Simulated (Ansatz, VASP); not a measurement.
**One calculation of BN, two programs**

File INCAR:

```
SYSTEM = BN
  PREC = Accurate
  ENCUT = 520
  EDIFF = 1E-6
  ISMEAR = 0
  SIGMA = 0.05
  LREAL = .False.
  LASPH = .True.
  NELM = 80
  ALGO = Normal
  ISIF = 2
  LWAVE = .False.
  LCHARG = .True.
  GGA = PS
  LELF = .True.
  LVHAR = .True.
  NBANDS = 16
```

File KPOINTS:

```
regular mesh
0
Gamma
  12 12 4
  0 0 0
```

File POSCAR:

```
BN
1.0
    2.4635976777      0.0000000000      0.0000000000
   -1.2317988389      2.1335381736      0.0000000000
    0.0000000000      0.0000000000      6.8814296245
B N
2 2
Direct
    0.3333333333      0.6666666667      0.2500000000
    0.6666666667      0.3333333333      0.7500000000
    0.3333333333      0.6666666667      0.7500000000
    0.6666666667      0.3333333333      0.2500000000
```

Input for Ansatz:

```yaml
crystal:
  lattice:
    - [2.4635976777, 0.0, 0.0]
    - [-1.2317988389, 2.1335381736, 0.0]
    - [0.0, 0.0, 6.8814296245]
  atoms:
    - { symbol: B, position: [0.3333333333, 0.6666666667, 0.25] }
    - { symbol: B, position: [0.6666666667, 0.3333333333, 0.75] }
    - { symbol: "N", position: [0.3333333333, 0.6666666667, 0.75] }
    - { symbol: "N", position: [0.6666666667, 0.3333333333, 0.25] }
basis:
  ecutwfc: 420
kpoints:
  mp_grid: { grid: [12, 12, 4] }
hamiltonian:
  xc: pbesol
scf:
  occupations: { method: gaussian, width: 0.05 }
output:
  forces: true
  stress: true
  eigenvalues: true
```

Alike in both runs: task single point; functional PBEsol; k mesh 12 × 12 × 4; occupations gaussian, width 0.05 eV; no spin polarisation.

```csv
,VASP,Ansatz
version,VASP 6.6.1,Ansatz 0.2.0
potentials or method,"VASP PAW PBE potentials, release 64 (B, N)","scalar-relativistic, plane waves, PAW"
plane-wave cutoff (eV),520,420
valence electrons in the cell,16,16
```

|  | VASP | Ansatz | Ansatz less VASP |
| --- | --- | --- | --- |
| gap on the k mesh at the Fermi level (eV) | 4.30 | 4.31 | +0.011 |
| least direct gap on the mesh (eV) | 4.71 | 4.72 | +0.007 |
| pressure (GPa) | 12.7 | 12.4 | -0.31 |
| largest component of the traceless stress (GPa) | 12.53 | 12.07 | -0.461 |

The functional is the same, so the differences come from potentials, cutoffs and numerics.

Caveats: the PAW data sets were made with another functional, which shifts forces and pressure a little (VASP); this functional lacks dispersion, which binds the layers, so the pressure and a relaxed spacing across them are unreliable. A k mesh can miss the band edges. PBEsol gaps usually lie below the measured ones, often by a third to a half.
